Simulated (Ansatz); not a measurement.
## Relaxing Cr

These are results of DFT r2SCAN, scalar-relativistic, plane waves, PAW (Ansatz 0.2.0), not measurements. Cutoff 500 eV, Γ-centred k mesh, Gaussian smearing, no spin polarisation in the final step.

A relaxed cell is given with its space group left out.

```
Cr
1.0
     2.59445    0.00000    0.00000
    -1.29723    2.24686    0.00000
     0.00000    0.00000    8.12488
Cr
4
Direct
  0.33333 0.66667 0.37700
  0.66667 0.33333 0.87699
  0.66667 0.33333 0.62301
  0.33333 0.66667 0.12301
```

Energies count from the standard state of Cr at the same level.

Task: What space group does it have?

Result: P6_3/mmc (No. 194). Conventional cell: a = 2.594 Å, c = 8.125 Å. Cr is coordinated by 1 Cr at 2.06 Å and 9 Cr at 2.50–2.59 Å.

Task: How far above the standard state of Cr does it lie?

Result: 1.01 eV/atom.

Task: Is it a metal?

Result: Yes, bands cross the Fermi level on the 21×21×6 mesh.

The final run used a 21×21×6 mesh on its 4-atom cell and 0.10 eV smearing. For metals, differences of a few meV/atom aren't resolved. The cell came from a trial start, so Cr may not exist in this structure.